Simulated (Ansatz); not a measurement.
## Which element?

Cell vectors (Å):

```
0.0000 2.5131 2.5131
2.5131 0.0000 2.5131
2.5131 2.5131 0.0000
```

```
atom       a       b       c
  Zr  0.0000  0.0000  0.0000
   X  0.2500  0.2500  0.2500
   X  0.7500  0.7500  0.7500
```

Computed with LDA, PAW on Ansatz 0.2.0's default frozen-core files (fitted under PBE), scalar-relativistic. k mesh 8×8×8, strains of ±0.003, fixed occupations.

Elastic constants of a crystal by Kohn-Sham DFT: slopes of the stress over finite engineering strains of the given cell, Voigt indices, Cartesian axes as in the cell vectors.

```
index  elastic (GPa)
   11            577
   12          118.1
   44             73
```

**Question.** All X atoms are one element. Which one was computed?

**Answer.** O; the crystal is ZrO2 (Fm-3m).

Caveats: frozen-core PAW files fitted under PBE, their cores solved anew for the functional of the run; this form is stable only when hot or under pressure; cold crystals distort or take another structure.
